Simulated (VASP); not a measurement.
# RbBr (Fm-3m) in VASP: further runs

The runs below take RbBr through single point, with r2SCAN.

Program: VASP 6.6.1. These are calculated values, not measurements. Logs are shortened: lines on timing, memory, paths and dates and some standing lists are left out, and cuts for length are marked.

### 1 The crystal as given

The structure is cubic, space group Fm-3m (No. 225). Conventional cell: a = 6.854 Å, b = 6.854 Å, c = 6.854 Å, α = 90.00°, β = 90.00°, γ = 90.00°. Around Rb (site symmetry m-3m) lie 6 Br at 3.43 Å. Around Br (site symmetry m-3m) lie 6 Rb at 3.43 Å.

### 2 Single point, r2SCAN

File INCAR:

```
SYSTEM = RbBr
PREC = Accurate
ENCUT = 400
EDIFF = 1E-6
ISMEAR = 0
SIGMA = 0.05
LREAL = .FALSE.
LASPH = .TRUE.
NELM = 100
ALGO = Normal
ISIF = 2
LWAVE = .FALSE.
LCHARG = .FALSE.
METAGGA = R2SCAN
LMIXTAU = .TRUE.
ADDGRID = .FALSE.
```

File KPOINTS:

```
Automatic mesh
0
G
  2 2 2
  0 0 0
```

File POSCAR:

```
RbBr
1.0
    0.0000000000      3.4270000000      3.4270000000
    3.4270000000      0.0000000000      3.4270000000
    3.4270000000      3.4270000000      0.0000000000
Rb Br
1 1
Direct
    0.0000000000      0.0000000000      0.0000000000
    0.5000000000      0.5000000000      0.5000000000
```

Potentials or basis: VASP PAW PBE potentials, release 64 (Rb_sv, Br).

Launch:

```console
> cat potpaw_PBE.64/Rb_sv/POTCAR potpaw_PBE.64/Br/POTCAR > POTCAR
> mpirun -np 1 vasp_std > vasp.out
```

OUTCAR:

```text
SYSTEM = RbBr
   PREC = Accurate
   ENCUT = 400
   EDIFF = 1E-6
   ISMEAR = 0
   LREAL = .FALSE.
   LASPH = .TRUE.
   NELM = 100
   ISIF = 2
   METAGGA = R2SCAN

 Found      3 irreducible k-points:

 Following reciprocal coordinates:
            Coordinates               Weight
  0.000000  0.000000  0.000000      1.000000
  0.500000  0.000000  0.000000      4.000000
  0.500000  0.500000  0.000000      3.000000
   k-points           NKPTS =      3   k-points in BZ     NKDIM =      3   number of bands    NBANDS=     12
   number of dos      NEDOS =    301   number of ions     NIONS =      2
   total plane-waves  NPLWV =  32768
   dimension x,y,z NGX =    32 NGY =   32 NGZ =   32
   dimension x,y,z NGXF=    64 NGYF=   64 NGZF=   64
   ions per type =               1   1
   NGX,Y,Z   is equivalent  to a cutoff of  10.98, 10.98, 10.98 a.u.
   NGXF,Y,Z  is equivalent  to a cutoff of  21.95, 21.95, 21.95 a.u.
 SYSTEM =  RbBr
   PREC   = accura    normal or accurate (medium, high low for compatibility)
   ISTART =      0    job   : 0-new  1-cont  2-samecut
   ICHARG =      2    charge: 1-file 2-atom 10-const
   ISPIN  =      1    spin polarized calculation?
   LNONCOLLINEAR =      F non collinear calculations
   LSORBIT =      F    spin-orbit coupling
   LASPH  =      T    aspherical Exc in radial PAW
   ENCUT  =  400.0 eV  29.40 Ry    5.42 a.u.   7.90  7.90  7.90*2*pi/ulx,y,z
   NELM   =    100;   NELMIN=  2; NELMDL= -5     # of ELM steps
   EDIFF  = 0.1E-05   stopping-criterion for ELM
   LREAL  =      F    real-space projection
   EDIFFG = 0.1E-04   stopping-criterion for IOM
   NSW    =      0    number of steps for IOM
   IBRION =     -1    ionic relax: 0-MD 1-quasi-New 2-CG
   NFREE  =      0    steps in history (QN), initial steepest desc. (CG)
   ISIF   =      2    stress and relaxation
   ISYM   =      2    0-nonsym 1-usesym 2-fastsym
   POTIM  = 0.5000    time-step for ionic-motion
   TEBEG  =    0.0;   TEEND  =   0.0 temperature during run
   PSTRESS=    0.0 pullay stress
   NELECT =      16.0000    total number of electrons
   NUPDOWN=      -1.0000    fix difference up-down
   EMIN   =  10.00;   EMAX   =-10.00  energy-range for DOS
   EFERMI =   0.00;   METHOD = LEGACY
   ISMEAR =     0;   SIGMA  =   0.05  broadening in eV -4-tet -1-fermi 0-gaus
   EFERMI_NEDOS =   21; number of points for ismear=-14 and -15
   IALGO  =     38    algorithm
   IMIX   =      4    mixing-type and parameters
     AMIX     =   0.40;   BMIX     =  1.00
     AMIX_MAG =   1.60;   BMIX_MAG =  1.00
  volume/ion in A,a.u.               =      40.25       271.61
  Fermi-wavevector in a.u.,A,eV,Ry     =   0.955412  1.805467 12.419564  0.912812
  Thomas-Fermi vector in A             =   2.084247
   LORBIT       =      0    0 simple, 1 ext, 2 COOP (PROOUT), +10 PAW based schemes
   METAGGA = R2SCAN    functional components
   LHFCALC =     F    Hartree Fock is set to
   AEXX    =    0.0000 exact exchange contribution
   IVDW    =     0    specifies the selected vdW correction
   LEPSILON=     F    determine dielectric tensor
   LRPA    =     F    only Hartree local field effects (RPA)
 non-spin polarized calculation
 Gauss-broadening in eV      SIGMA  =   0.05
  energy-cutoff  :      400.00
  volume of cell :       80.50
 maximum number of plane-waves:      1476
 NGX is ok and might be reduce to    32
   NGX = 15   NGY = 15   NGZ = 15

 number of electron      15.9999999 magnetization

 Free energy of the ion-electron system (eV)
  ---------------------------------------------------
  ext. energy  EPLUGINS =         0.00000000
  ---------------------------------------------------
  free energy    TOTEN  =       -31.09009638 eV

  energy without entropy =      -31.09009638  energy(sigma->0) =      -31.09009638

 E-fermi :  -1.8256     XC(G=0):  -7.6142

 val. band max:       -2.1053466191   @ k =   0.0000   0.0000   0.0000
 cond. band min:       2.8337358620   @ k =   0.0000   0.0000   0.0000
 fundamental gap:      4.9390824810
 Fermi energy:        -1.8256491975

 k-point     1 :       0.0000    0.0000    0.0000
  band No.  band energies     occupation
      1     -27.3300      2.00000
      2     -14.7059      2.00000
      3     -10.8579      2.00000
      4     -10.8579      2.00000
      5     -10.8579      2.00000
      6      -2.1054      2.00000
      7      -2.1053      2.00000
      8      -2.1053      2.00000
      9       2.8337      0.00000
     10       5.7332      0.00000
     11       5.7332      0.00000
     12       5.7332      0.00000

 k-point     2 :       0.5000    0.0000    0.0000
  band No.  band energies     occupation
      1     -27.3203      2.00000
      2     -14.7500      2.00000
      3     -10.8642      2.00000
      4     -10.8642      2.00000
      5     -10.8010      2.00000
      6      -3.0836      2.00000
      7      -2.4563      2.00000
      8      -2.4563      2.00000
      9       5.1552      0.00000
     10       6.1437      0.00000
     11       8.0701      0.00000
     12       8.0702      0.00000

 k-point     3 :       0.5000    0.5000    0.0000
  band No.  band energies     occupation
      1     -27.3176      2.00000
      2     -14.6502      2.00000
      3     -11.0380      2.00000
      4     -10.9291      2.00000
      5     -10.9291      2.00000
      6      -2.5919      2.00000
      7      -2.2675      2.00000
      8      -2.2675      2.00000
      9       3.9188      0.00000
     10       5.8099      0.00000
     11       7.5952      0.00000
     12       7.8993      0.00000

------------------------ aborting loop because EDIFF is reached ----------------------------------------

  FORCE on cell =-STRESS in cart. coord.  units (eV):
  Direction    XX          YY          ZZ          XY          YZ          ZX
  --------------------------------------------------------------------------------------
  -------------------------------------------------------------------------------------
  Total        0.3847189      0.3847189      0.3847189      0.0000000      0.0000000     -0.0000000
  in kB        7.6574091      7.6574091      7.6574091      0.0000000      0.0000000     -0.0000000
  external PRESSURE =       7.6574091 kB  Pullay stress =       0.0000000 kB

 VOLUME and BASIS-vectors are now :
 -----------------------------------------------------------------------------
  energy-cutoff  :      400.00
  volume of cell :       80.50
      direct lattice vectors                 reciprocal lattice vectors
     0.000000000  3.427000000  3.427000000    -0.145900204  0.145900204  0.145900204
     3.427000000  0.000000000  3.427000000     0.145900204 -0.145900204  0.145900204
     3.427000000  3.427000000  0.000000000     0.145900204  0.145900204 -0.145900204

 POSITION                                       TOTAL-FORCE (eV/Angst)
 -----------------------------------------------------------------------------------
      0.00000      0.00000      0.00000        -0.000000     -0.000000     -0.000000
      3.42700      3.42700      3.42700         0.000000      0.000000      0.000000
 -----------------------------------------------------------------------------------
    total drift:                                0.000000     -0.000000     -0.000000

  FREE ENERGIE OF THE ION-ELECTRON SYSTEM (eV)
  ---------------------------------------------------
  free  energy   TOTEN  =       -31.0900963775 eV

  energy  without entropy=      -31.0900963775  energy(sigma->0) =      -31.09009638
```

It took 27 s on 1 thread of AMD EPYC 7R13 (Zen 3), shared host; peak memory 0.15 GiB.

The run converged, but some of its settings lie outside the range that counts as converged, so its numbers aren't taken as properties of the crystal.

What came out:

```yaml
Free_energy: -31.0901 eV
Pressure: 0.8 GPa
Band_gap_on_the_k_mesh: 4.94 eV, direct
```

Caveat: the k mesh is coarse (spacing up to 0.79 Å⁻¹), so the values aren't converged; the PAW data sets were made with another functional, which shifts forces and pressure a little.

### 3 Single point, r2SCAN

Changes to INCAR since step 2:

```diff
@@ -2,3 +2,3 @@
 PREC = Accurate
-ENCUT = 400
+ENCUT = 200
 EDIFF = 1E-6
```

File KPOINTS:

```
Automatic mesh
0
G
  3 3 3
  0 0 0
```

POSCAR is that of step 2.

Potentials or basis: VASP PAW PBE potentials, release 64 (Rb_sv, Br).

Launch:

```console
> cat potpaw_PBE.64/Rb_sv/POTCAR potpaw_PBE.64/Br/POTCAR > POTCAR
> mpirun -np 1 vasp_std > vasp.out
```

It took 22 s on 1 thread of AMD EPYC 7R13 (Zen 3), shared host; peak memory 0.1 GiB.

The run converged, but a check on its numbers failed (symmetry, net force, bounds or a known fault of this set-up), so they aren't taken as properties of the crystal.

Caveat: the k mesh is coarse (spacing up to 0.53 Å⁻¹), so the values aren't converged; the cutoff lies under the usual one of these potentials, so the numbers hold a large basis-set error; the PAW data sets were made with another functional, which shifts forces and pressure a little.

### 4 Single point, r2SCAN

Changes to INCAR since step 3:

```diff
@@ -2,3 +2,3 @@
 PREC = Accurate
-ENCUT = 200
+ENCUT = 500
 EDIFF = 1E-6
```

File KPOINTS:

```
Automatic mesh
0
G
  2 2 2
  0 0 0
```

POSCAR is that of step 3.

Launch:

```console
> cat potpaw_PBE.64/Rb_sv/POTCAR potpaw_PBE.64/Br/POTCAR > POTCAR
> mpirun -np 1 vasp_std > vasp.out
```

It took 34 s on 1 thread of AMD EPYC 7R13 (Zen 3), shared host; peak memory 0.18 GiB.

The run converged, but some of its settings lie outside the range that counts as converged, so its numbers aren't taken as properties of the crystal.

Results:

```yaml
Free_energy: -31.0903 eV
Pressure: 0.8 GPa
Band_gap_on_the_k_mesh: 4.94 eV, direct
```

Caveat: the k mesh is coarse (spacing up to 0.79 Å⁻¹), so the values aren't converged; the PAW data sets were made with another functional, which shifts forces and pressure a little.

### 5 For comparison

An earlier run on the cell as given: functional PBE; potentials or basis VASP PAW PBE potentials, release 64 (Rb_sv, Br); cutoff 520 eV; k mesh 7 × 7 × 7; occupations fermi-dirac, width 0.05 eV; no spin polarisation.

* Pressure: 1.0 GPa
* Band gap on the k mesh: 4.36 eV, direct
